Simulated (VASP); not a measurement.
# NbSn (P6_3/mmc) in VASP: reference runs

Reference runs on NbSn: the cell as given.

All numbers are computed with VASP 6.6.1; they aren't measurements. Logs are shortened: lines on timing, memory, paths and dates and some standing lists are left out, and cuts for length are marked.

## 1. Starting point

It takes space group P6_3/mmc (No. 194, hexagonal). Conventional cell: a = 4.054 Å, b = 4.054 Å, c = 5.562 Å, α = 90.00°, β = 90.00°, γ = 120.00°. Nb (site symmetry -3m) has 6 Sn at 2.72 Å and 2 Nb at 2.78 Å as nearest neighbours. Sn (site symmetry -6m2) has 6 Nb at 2.72 Å as nearest neighbours.

The cell was built by a generator and needn't be a form met in nature.

## 2. Single point, PBE

INCAR reads:

```
SYSTEM = NbSn
  PREC = Accurate
  ENCUT = 520
  EDIFF = 1E-7
  ISMEAR = -1
  SIGMA = 0.05
  LREAL = .False.
  LASPH = .True.
  NELM = 100
  ALGO = Normal
  ISIF = 2
  LWAVE = .False.
  LCHARG = .True.
  GGA = PE
  LELF = .True.
  LVHAR = .True.
  NBANDS = 35
```

KPOINTS reads:

```
regular mesh
0
Gamma
  8 8 5
  0 0 0
```

POSCAR reads:

```
NbSn
1.0
    4.0543587400      0.0000000000      0.0000000000
   -2.0271793700      3.5111776700      0.0000000000
    0.0000000000      0.0000000000      5.5622700900
Nb Sn
2 2
Direct
    0.0000000000      0.0000000000      0.0000000000
    0.0000000000      0.0000000000      0.5000000000
    0.3333333300      0.6666666700      0.2500000000
    0.6666666700      0.3333333300      0.7500000000
```

Potentials or basis: VASP PAW PBE potentials, release 64 (Nb_sv, Sn_d).

On the command line:

```sh
> cat potpaw_PBE.64/Nb_sv/POTCAR potpaw_PBE.64/Sn_d/POTCAR > POTCAR
> mpirun -np 1 vasp_std > vasp.out
```

OUTCAR:

```text
SYSTEM = NbSn
   PREC = Accurate
   ENCUT = 520
   EDIFF = 1E-7
   ISMEAR = -1
   LREAL = .False.
   LASPH = .True.
   NELM = 100
   ISIF = 2
   GGA = PE

 ion  position               nearest neighbor table
   1  0.000  0.000  0.000-   3 2.72   4 2.72   4 2.72   3 2.72   4 2.72   3 2.72   2 2.78   2 2.78

   2  0.000  0.000  0.500-   3 2.72   4 2.72   4 2.72   3 2.72   4 2.72   3 2.72   1 2.78   1 2.78

   3  0.333  0.667  0.250-   1 2.72   2 2.72   1 2.72   2 2.72   1 2.72   2 2.72   4 3.64   4 3.64
                             4 3.64   4 3.64   4 3.64   4 3.64
   4  0.667  0.333  0.750-   1 2.72   2 2.72   1 2.72   2 2.72   1 2.72   2 2.72   3 3.64   3 3.64
                             3 3.64   3 3.64   3 3.64   3 3.64

  LATTYP: Found a hexagonal cell.
 ALAT       =     4.0543587400
 C/A-ratio  =     1.3719235141

  Lattice vectors:

 A1 = (   4.0543587400,   0.0000000000,   0.0000000000)
 A2 = (  -2.0271793700,   3.5111776700,   0.0000000000)
 A3 = (   0.0000000000,   0.0000000000,   5.5622700900)

Analysis of symmetry for initial positions (statically):
=====================================================================
 Subroutine PRICEL returns:
 Original cell was already a primitive cell.

 Routine SETGRP: Setting up the symmetry group for a
 hexagonal supercell.

 Subroutine GETGRP returns: Found 24 space group operations
 (whereof 12 operations were pure point group operations)
 out of a pool of 24 trial point group operations.

The static configuration has the point symmetry D_3d.
 The point group associated with its full space group is D_6h.

Analysis of symmetry for dynamics (positions and initial velocities):
=====================================================================
 Subroutine PRICEL returns:
 Original cell was already a primitive cell.

 Routine SETGRP: Setting up the symmetry group for a
 hexagonal supercell.

 Subroutine GETGRP returns: Found 24 space group operations
 (whereof 12 operations were pure point group operations)
 out of a pool of 24 trial point group operations.

The dynamic configuration has the point symmetry D_3d.
 The point group associated with its full space group is D_6h.

 Subroutine INISYM returns: Found 24 space group operations
 (whereof 12 operations are pure point group operations),
 and found     1 'primitive' translations

----------------------------------------------------------------------------------------

                                     Primitive cell

[... 89 lines left out ...]
   LNONCOLLINEAR =      F non collinear calculations
   LSORBIT =      F    spin-orbit coupling
   LASPH  =      T    aspherical Exc in radial PAW
   ENCUT  =  520.0 eV  38.22 Ry    6.18 a.u.   7.54  7.54 10.34*2*pi/ulx,y,z
   NELM   =    100;   NELMIN=  2; NELMDL= -5     # of ELM steps
   EDIFF  = 0.1E-06   stopping-criterion for ELM
   LREAL  =      F    real-space projection
   EDIFFG = 0.1E-05   stopping-criterion for IOM
   NSW    =      0    number of steps for IOM
   IBRION =     -1    ionic relax: 0-MD 1-quasi-New 2-CG
   NFREE  =      0    steps in history (QN), initial steepest desc. (CG)
   ISIF   =      2    stress and relaxation
   ISYM   =      2    0-nonsym 1-usesym 2-fastsym
   POTIM  = 0.5000    time-step for ionic-motion
   TEBEG  =    0.0;   TEEND  =   0.0 temperature during run
   PSTRESS=    0.0 pullay stress
   NELECT =      54.0000    total number of electrons
   NUPDOWN=      -1.0000    fix difference up-down
   EMIN   =  10.00;   EMAX   =-10.00  energy-range for DOS
   EFERMI =   0.00;   METHOD = LEGACY
   ISMEAR =    -1;   SIGMA  =   0.05  broadening in eV -4-tet -1-fermi 0-gaus
   EFERMI_NEDOS =   21; number of points for ismear=-14 and -15
   IALGO  =     38    algorithm
   IMIX   =      4    mixing-type and parameters
     AMIX     =   0.40;   BMIX     =  1.00
     AMIX_MAG =   1.60;   BMIX_MAG =  1.00
  volume/ion in A,a.u.               =      19.80       133.59
  Fermi-wavevector in a.u.,A,eV,Ry     =   1.440999  2.723094 28.252207  2.076479
  Thomas-Fermi vector in A             =   2.559681
   LORBIT       =      0    0 simple, 1 ext, 2 COOP (PROOUT), +10 PAW based schemes
   GGA     = PE    functional components
   LHFCALC =     F    Hartree Fock is set to
   AEXX    =    0.0000 exact exchange contribution
   IVDW    =     0    specifies the selected vdW correction
   LEPSILON=     F    determine dielectric tensor
   LRPA    =     F    only Hartree local field effects (RPA)
 non-spin polarized calculation
  energy-cutoff  :      520.00
  volume of cell :       79.18
 maximum number of plane-waves:      2153
   NGX = 15   NGY = 15   NGZ = 21

 number of electron      53.9999994 magnetization

 Free energy of the ion-electron system (eV)
  ---------------------------------------------------
  ext. energy  EPLUGINS =         0.00000000
  ---------------------------------------------------
  free energy    TOTEN  =       -25.69517522 eV

  energy without entropy =      -25.67859695  energy(sigma->0) =      -25.68688609

 E-fermi :  10.7855     XC(G=0): -11.8231

 val. band max:       10.7376786387   @ k =   0.3750   0.2500   0.4000
 cond. band min:      10.7966688357   @ k =   0.3750   0.2500   0.2000
 fundamental gap:      0.0589901970
 Fermi energy:        10.7854607377

 k-point     1 :       0.0000    0.0000    0.0000
  band No.  band energies     occupation
      1     -43.9990      2.00000
      2     -43.8549      2.00000
      3     -20.5019      2.00000
      4     -20.2563      2.00000
      5     -20.2563      2.00000
      6     -20.1054      2.00000
[... 901 lines left out ...]
     34      16.1526      0.00000
     35      16.6696      0.00000

 [... further k-points ...]
[... 5 lines left out ...]
  --------------------------------------------------------------------------------------
  -------------------------------------------------------------------------------------
  Total       11.2310886     11.2310886     17.6924814     -0.0000000     -0.0000000      0.0000000
  in kB      227.2507795    227.2507802    357.9911400     -0.0000000     -0.0000000      0.0000000
  external PRESSURE =     270.8308999 kB  Pullay stress =       0.0000000 kB

 VOLUME and BASIS-vectors are now :
 -----------------------------------------------------------------------------
  energy-cutoff  :      520.00
  volume of cell :       79.18
      direct lattice vectors                 reciprocal lattice vectors
     4.054358740  0.000000000  0.000000000     0.246648130  0.142402364  0.000000000
    -2.027179370  3.511177670  0.000000000     0.000000000  0.284804728  0.000000000
     0.000000000  0.000000000  5.562270090     0.000000000  0.000000000  0.179782712

 POSITION                                       TOTAL-FORCE (eV/Angst)
 -----------------------------------------------------------------------------------
      0.00000      0.00000      0.00000        -0.000000      0.000000      0.000000
      0.00000      0.00000      2.78114        -0.000000      0.000000      0.000000
     -0.00000      2.34079      1.39057        -0.000000      0.000000     -0.000000
      2.02718      1.17039      4.17170         0.000000     -0.000000     -0.000000
 -----------------------------------------------------------------------------------
    total drift:                                0.000000      0.000000      0.000000

  FREE ENERGIE OF THE ION-ELECTRON SYSTEM (eV)
  ---------------------------------------------------
  free  energy   TOTEN  =       -25.6951752186 eV

  energy  without entropy=      -25.6785969547  energy(sigma->0) =      -25.68688609
```

Wall time 74 s (1 thread of Intel Xeon Platinum 8488C (Sapphire Rapids), shared host); peak memory 0.22 GiB.

Results:

- Free energy: -25.6952 eV
- Pressure: 27.1 GPa
- Band gap on the k mesh: none (metal or under the smearing width)

Stress tensor (GPa, compression positive):
```
22.73  0.00  0.00
 0.00 22.73  0.00
 0.00  0.00 35.80
```

Caveat: so large a pressure means that the cell lies far from this level's equilibrium, or that cutoff or potentials fall short.
